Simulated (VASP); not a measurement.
# CdSe (Cadmoselite) (P6_3mc) in VASP: notebook

The runs below take CdSe (Cadmoselite) through relaxation of cell and atoms, relaxation of shape and atoms at fixed volume, with PBE.

Everything below comes from runs of VASP 6.6.1. Logs are shortened: lines on timing, memory, paths and dates and some standing lists are left out, and cuts for length are marked.

### Step 1. The structure

It takes space group P6_3mc (No. 186, hexagonal). The conventional cell has a = 4.389 Å, b = 4.389 Å, c = 7.167 Å, α = 90.00°, β = 90.00°, γ = 120.00°. Cd (site symmetry 3m) is surrounded by 4 Se at 2.69 Å. Se (site symmetry 3m) has 4 Cd at 2.69 Å as nearest neighbours.

### Step 2. Relaxation of cell and atoms, PBE

The input, INCAR:

```
SYSTEM = CdSe
ALGO = Normal ; EDIFF = 1E-7
EDIFFG = -0.005 ; ENCUT = 600
GGA = PE ; IBRION = 2
ISIF = 3 ; ISMEAR = 0
LASPH = .TRUE. ; LCHARG = .FALSE.
LREAL = .FALSE. ; LWAVE = .FALSE.
NELM = 80 ; NSW = 90
PREC = Accurate ; SIGMA = 0.03
```

The input, KPOINTS:

```
k-points
0
G
  9 9 4
  0 0 0
```

The input, POSCAR:

```
CdSe                                    
1.0
    4.3894517765      0.0000000000      0.0000000000
   -2.1947258883      3.8013767472      0.0000000000
   -0.0000000000      0.0000000000      7.1665861399
  Cd              Se            
     2     2
Direct
     0.3333333332999970    0.6666666667000030    0.0045314416578108
     0.6666666667000030    0.3333333332999970    0.5045314416578108
     0.3333333332999970    0.6666666667000030    0.3804685583421872
     0.6666666667000030    0.3333333332999970    0.8804685583421872
```

Potentials or basis: VASP PAW PBE potentials, release 64 (Cd, Se).

Command:

```bash
$ cat potpaw_PBE.64/Cd/POTCAR potpaw_PBE.64/Se/POTCAR > POTCAR
$ mpirun -np 1 vasp_std > vasp.out
```

OUTCAR:

```text
SYSTEM = CdSe
   EDIFF = 1E-7
   EDIFFG = -0.005
   ENCUT = 600
   GGA = PE
   IBRION = 2
   ISIF = 3
   ISMEAR = 0
   LASPH = .TRUE.
   LREAL = .FALSE.
   NELM = 80
   NSW = 90
   PREC = Accurate

 ion  position               nearest neighbor table
   1  0.333  0.667  0.005-   4 2.69   4 2.69   4 2.69   3 2.69
   2  0.667  0.333  0.505-   3 2.69   3 2.69   3 2.69   4 2.69
   3  0.333  0.667  0.380-   2 2.69   2 2.69   2 2.69   1 2.69
   4  0.667  0.333  0.880-   1 2.69   1 2.69   1 2.69   2 2.69

  LATTYP: Found a hexagonal cell.
 ALAT       =     4.3894517765
 C/A-ratio  =     1.6326836482

  Lattice vectors:

 A1 = (   4.3894517765,   0.0000000000,   0.0000000000)
 A2 = (  -2.1947258883,   3.8013767472,   0.0000000000)
 A3 = (   0.0000000000,   0.0000000000,   7.1665861399)

Analysis of symmetry for initial positions (statically):
=====================================================================
 Subroutine PRICEL returns:
 Original cell was already a primitive cell.

 Routine SETGRP: Setting up the symmetry group for a
 hexagonal supercell.

 Subroutine GETGRP returns: Found 12 space group operations
 (whereof  6 operations were pure point group operations)
 out of a pool of 24 trial point group operations.

The static configuration has the point symmetry C_3v.
 The point group associated with its full space group is C_6v.

Analysis of symmetry for dynamics (positions and initial velocities):
=====================================================================
 Subroutine PRICEL returns:
 Original cell was already a primitive cell.

 Routine SETGRP: Setting up the symmetry group for a
 hexagonal supercell.

 Subroutine GETGRP returns: Found 12 space group operations
 (whereof  6 operations were pure point group operations)
 out of a pool of 24 trial point group operations.

The dynamic configuration has the point symmetry C_3v.
 The point group associated with its full space group is C_6v.

 Subroutine INISYM returns: Found 12 space group operations
 (whereof  6 operations are pure point group operations),
 and found     1 'primitive' translations

----------------------------------------------------------------------------------------

                                     Primitive cell

  volume of cell :     119.5814
[... 155 lines left out ...]

 VOLUME and BASIS-vectors are now :
 -----------------------------------------------------------------------------
  energy-cutoff  :      600.00
  volume of cell :      119.58
      direct lattice vectors                 reciprocal lattice vectors
     4.389451776  0.000000000  0.000000000     0.227818883  0.131531293  0.000000000
    -2.194725888  3.801376747  0.000000000     0.000000000  0.263062587  0.000000000
     0.000000000  0.000000000  7.166586140     0.000000000  0.000000000  0.139536452

 POSITION                                       TOTAL-FORCE (eV/Angst)
 -----------------------------------------------------------------------------------
     -0.00000      2.53425      0.03247        -0.000000      0.000000      0.007203
      2.19473      1.26713      3.61577         0.000000     -0.000000      0.007203
     -0.00000      2.53425      2.72666        -0.000000      0.000000     -0.007203
      2.19473      1.26713      6.30995         0.000000     -0.000000     -0.007203
 -----------------------------------------------------------------------------------
    total drift:                               -0.000000     -0.000000     -0.000678

  FREE ENERGIE OF THE ION-ELECTRON SYSTEM (eV)
  ---------------------------------------------------
  free  energy   TOTEN  =       -10.9947942365 eV

  energy  without entropy=      -10.9947942365  energy(sigma->0) =      -10.99479424

--------------------------------------- Ionic step        2  -------------------------------------------

 number of electron      36.0000010 magnetization

 Free energy of the ion-electron system (eV)
  ---------------------------------------------------
  ext. energy  EPLUGINS =         0.00000000
  ---------------------------------------------------
  free energy    TOTEN  =       -10.99480491 eV

  energy without entropy =      -10.99480491  energy(sigma->0) =      -10.99480491

 E-fermi :   0.6194     XC(G=0):  -8.6057

 val. band max:        0.4816904303   @ k =   0.0000   0.0000   0.0000
 cond. band min:       1.0132210600   @ k =   0.0000   0.0000   0.0000
 fundamental gap:      0.5315306297
 Fermi energy:         0.6193613729

 k-point     1 :       0.0000    0.0000    0.0000
  band No.  band energies     occupation
      1     -11.7956      2.00000
      2     -11.4703      2.00000
      3      -7.2626      2.00000
      4      -7.2578      2.00000
      5      -7.2578      2.00000
      6      -7.2009      2.00000
[... 589 lines left out ...]
     21       5.2656      0.00000
     22       6.7781      0.00000

 [... further k-points ...]

------------------------ aborting loop because EDIFF is reached ----------------------------------------

  FORCE on cell =-STRESS in cart. coord.  units (eV):
  Direction    XX          YY          ZZ          XY          YZ          ZX
  --------------------------------------------------------------------------------------
  -------------------------------------------------------------------------------------
  Total        0.0012915      0.0012915      0.0002434     -0.0000000      0.0000000      0.0000000
  in kB        0.0173051      0.0173051      0.0032614     -0.0000000      0.0000000      0.0000000
  external PRESSURE =       0.0126238 kB  Pullay stress =       0.0000000 kB

 VOLUME and BASIS-vectors are now :
 -----------------------------------------------------------------------------
  energy-cutoff  :      600.00
  volume of cell :      119.57
      direct lattice vectors                 reciprocal lattice vectors
     4.389925864 -0.000000000  0.000000000     0.227794280  0.131517089  0.000000000
    -2.194962932  3.801787319  0.000000000     0.000000000  0.263034177  0.000000000
     0.000000000  0.000000000  7.164581067     0.000000000  0.000000000  0.139575502

 POSITION                                       TOTAL-FORCE (eV/Angst)
 -----------------------------------------------------------------------------------
     -0.00000      2.53452      0.03281        -0.000000      0.000000      0.002261
      2.19496      1.26726      3.61510         0.000000     -0.000000      0.002261
     -0.00000      2.53452      2.72555         0.000000      0.000000     -0.002261
      2.19496      1.26726      6.30784        -0.000000     -0.000000     -0.002261
 -----------------------------------------------------------------------------------
    total drift:                               -0.000000     -0.000000     -0.000569

  FREE ENERGIE OF THE ION-ELECTRON SYSTEM (eV)
  ---------------------------------------------------
  free  energy   TOTEN  =       -10.9948049096 eV

  energy  without entropy=      -10.9948049096  energy(sigma->0) =      -10.99480491

 reached required accuracy - stopping structural energy minimisation
```

It took 1.9 min on 1 thread of Intel Xeon Platinum 8488C (Sapphire Rapids), shared host; peak memory 0.33 GiB.

Results:

- Free energy: -10.9948 eV
- Energy gained by relaxing: 0.0 meV/atom
- Ionic steps: 2
- Pressure after relaxing: 0.0 GPa
- Band gap on the k mesh: 0.53 eV, direct

Forces in eV/Å, atoms in the order of the input:
```
Cd   0.000  0.000  0.002
Cd   0.000  0.000  0.002
Se   0.000  0.000 -0.002
Se   0.000  0.000 -0.002
```

Final structure:
```
CELL_PARAMETERS angstrom
4.38993 0.00000 0.00000
-2.19496 3.80179 0.00000
0.00000 0.00000 7.16458
ATOMIC_POSITIONS crystal
Cd 0.33333 0.66667 0.00458
Cd 0.66667 0.33333 0.50458
Se 0.33333 0.66667 0.38042
Se 0.66667 0.33333 0.88042
```

### Step 3. Relaxation of shape and atoms at fixed volume, PBE (a relaxed cell with its volume scaled by 0.94)

The input, INCAR:

```
SYSTEM = CdSe
ALGO = Normal ; EDIFF = 1E-7
EDIFFG = -0.01 ; ENCUT = 600
GGA = PE ; IBRION = 2
ISIF = 4 ; ISMEAR = 0
LASPH = .TRUE. ; LCHARG = .FALSE.
LREAL = .FALSE. ; LWAVE = .FALSE.
NELM = 80 ; NSW = 40
PREC = Accurate ; SIGMA = 0.03
```

KPOINTS is that of step 2.

The input, POSCAR:

```
CdSe                                    
1.0
    4.3003103943     -0.0000000000      0.0000000000
   -2.1501551972      3.7241780457      0.0000000000
    0.0000000000      0.0000000000      7.0183240883
  Cd              Se            
     2     2
Direct
     0.3333333332999970    0.6666666667000030    0.0045799279776138
     0.6666666667000030    0.3333333332999970    0.5045799279776138
     0.3333333332999970    0.6666666667000030    0.3804200720223842
     0.6666666667000030    0.3333333332999970    0.8804200720223843
```

Potentials or basis: VASP PAW PBE potentials, release 64 (Cd, Se).

Command:

```bash
$ cat potpaw_PBE.64/Cd/POTCAR potpaw_PBE.64/Se/POTCAR > POTCAR
$ mpirun -np 1 vasp_std > vasp.out
```

Run time: 75 s. Hardware: 1 thread of Intel Xeon Platinum 8488C (Sapphire Rapids), shared host; peak memory 0.31 GiB.

The run converged. Its results:

```yaml
Free_energy: -10.9253 eV
Pressure_after_relaxing: 3.2 GPa
Largest_force_after_relaxing: 0.009 eV/Å
Band_gap_on_the_k_mesh: 0.67 eV, direct
```

Forces in eV/Å, atoms in the order of the input:
```
Cd   0.000  0.000  0.009
Cd   0.000  0.000  0.009
Se   0.000  0.000 -0.009
Se   0.000  0.000 -0.009
```

Final structure:
```
Cd Se
1.0
     4.30031    0.00000    0.00000
    -2.15016    3.72418    0.00000
     0.00000    0.00000    7.01832
Cd Se
2 2
Direct
  0.33333 0.66667 0.00458
  0.66667 0.33333 0.50458
  0.33333 0.66667 0.38042
  0.66667 0.33333 0.88042
```

Levels at points of the mesh, in eV from the valence-band top:
```csv
k point,band 15,band 16,band 17,band 18,band 19,band 20,band 21,band 22
"(0.00, 0.00, 0.00)",-0.77,-0.05,0.00,0.00,0.67,2.21,5.86,5.86
"(0.00, 0.00, 0.50)",-0.40,-0.40,-0.40,-0.40,2.38,2.38,5.86,5.86
```

Caveat: the relaxation stopped at its first step, so nothing moved.

### Step 4. Relaxation of shape and atoms at fixed volume, PBE (a relaxed cell with its volume scaled by 0.96)

INCAR is that of step 3.

KPOINTS is that of step 3.

POSCAR: that of step 3 with these lines changed.

```diff
@@ -2,5 +2,5 @@
 1.0
-    4.3003103943     -0.0000000000      0.0000000000
-   -2.1501551972      3.7241780457      0.0000000000
-    0.0000000000      0.0000000000      7.0183240883
+    4.3305952681     -0.0000000000      0.0000000000
+   -2.1652976341      3.7504055158      0.0000000000
+    0.0000000000      0.0000000000      7.0677505343
   Cd              Se
```

Command:

```bash
$ cat potpaw_PBE.64/Cd/POTCAR potpaw_PBE.64/Se/POTCAR > POTCAR
$ mpirun -np 1 vasp_std > vasp.out
```

Wall time 75 s (1 thread of Intel Xeon Platinum 8488C (Sapphire Rapids), shared host); peak memory 0.31 GiB.

It converged, with:

```
Free energy                  : -10.9646 eV
Pressure after relaxing      : 2.0 GPa
Largest force after relaxing : 0.006 eV/Å
Band gap on the k mesh       : 0.62 eV, direct
```

Forces in eV/Å, atoms in the order of the input:
```
Cd   0.000  0.000  0.006
Cd   0.000  0.000  0.006
Se   0.000  0.000 -0.006
Se   0.000  0.000 -0.006
```

Final structure:
```yaml
crystal:
  lattice:
    - [4.33060, 0.00000, 0.00000]
    - [-2.16530, 3.75041, 0.00000]
    - [0.00000, 0.00000, 7.06775]
  atoms:
    - { symbol: Cd, position: [0.33333, 0.66667, 0.00458] }
    - { symbol: Cd, position: [0.66667, 0.33333, 0.50458] }
    - { symbol: Se, position: [0.33333, 0.66667, 0.38042] }
    - { symbol: Se, position: [0.66667, 0.33333, 0.88042] }
```

Levels at points of the mesh, in eV from the valence-band top:
```
           k point  band 16  band 17  band 18  band 19  band 20  band 21
(0.00, 0.00, 0.00)    -0.05     0.00     0.00     0.62     2.18     5.86
(0.00, 0.00, 0.50)    -0.38    -0.38    -0.38     2.34     2.34     5.82
```

Caveat: the relaxation stopped at its first step, so nothing moved.

### Step 5. Overview

```tsv
task	cell	gap on the mesh (eV)	pressure (GPa)	largest force (eV/Å)
relaxation of cell and atoms	relaxed	0.53	0.0	-
relaxation of shape and atoms at fixed volume	atoms relaxed at fixed volume from: a relaxed cell with its volume scaled by 0.94	0.67	3.2	0.01
relaxation of shape and atoms at fixed volume	atoms relaxed at fixed volume from: a relaxed cell with its volume scaled by 0.96	0.62	2.0	0.01
```

Alike in all rows: level PBE; potentials or basis VASP PAW PBE potentials, release 64 (Cd, Se); no spin polarisation; k mesh 9 × 9 × 4; cutoff (eV) 600; smearing gaussian 0.03 eV.

Caveats: the relaxation stopped at its first step, so nothing moved (some runs).

Absolute energies hang on the potentials; compare differences alone.
